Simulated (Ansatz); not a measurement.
Pressure coefficients of Eu

```cif
data_structure
_symmetry_space_group_name_H-M 'Fm-3m'
_symmetry_Int_Tables_number 225
_cell_length_a 5.4836
_cell_length_b 5.4836
_cell_length_c 5.4836
_cell_angle_alpha 90.000
_cell_angle_beta 90.000
_cell_angle_gamma 90.000
_cell_volume 164.89
loop_
_atom_site_label
_atom_site_type_symbol
_atom_site_symmetry_multiplicity
_atom_site_Wyckoff_symbol
_atom_site_fract_x
_atom_site_fract_y
_atom_site_fract_z
_atom_site_occupancy
Eu1 Eu 4 a 0.00000 0.00000 0.00000 1
```

The runs use the primitive cell with vectors (0.000, 2.742, 2.742), (2.742, 0.000, 2.742), (2.742, 2.742, 0.000) Å, to which the k mesh refers.

The cell was built from the fcc type and relaxed in the same program, and has space group Fm-3m; it needn't be a known or the stable phase.

Semilocal functionals without a Hubbard term describe localised f shells poorly; where the shell is localised, the real material differs.

Other magnetic orders may lie lower; this is the state that the run reached.

No spin–orbit coupling, which matters for the heavy atoms here.

Theory: DFT, PBE, all-electron LAPW, scalar-relativistic in Ansatz 0.2.0.

Numerical set-up: a Γ-centred 12×12×12 k mesh, Fermi–Dirac smearing of 0.03 eV, basis error target 1 meV/atom, spin-polarised from start moments Eu 7 μB.

The cell is scaled evenly with fractional coordinates held.

| V/V(cell) | P (GPa) | cell moment (μB) |
| --- | --- | --- |
| 0.9600 | 0.81 | 7.542 |
| 0.9800 | 0.44 | 7.550 |
| 1.0000 | 0.11 | 7.555 |
| 1.0200 | -0.18 | 7.558 |

(1) From the rows at 0.9800 and 1.0200, what is the bulk modulus at the cell's volume?

(2) How does the moment scale with volume?

(3) Predict the row at V/V(cell) = 1.0400. How far is a linear estimate of P off?

## Answers

(1) B = −ΔP/Δln V = −[(-0.18) − (0.44)]/0.04001 = 15.5 GPa.

(2) dln M/dln V = ln(7.558/7.550)/0.04001 = 0.03: the moment hardly moves, as with a saturated or integer moment.

(3) P = -0.46 GPa, moment 7.557 μB. The linear estimate P(cell) − B ln(V/V(cell)) = -0.50 GPa misses by 0.04 GPa, since the modulus falls on expansion.
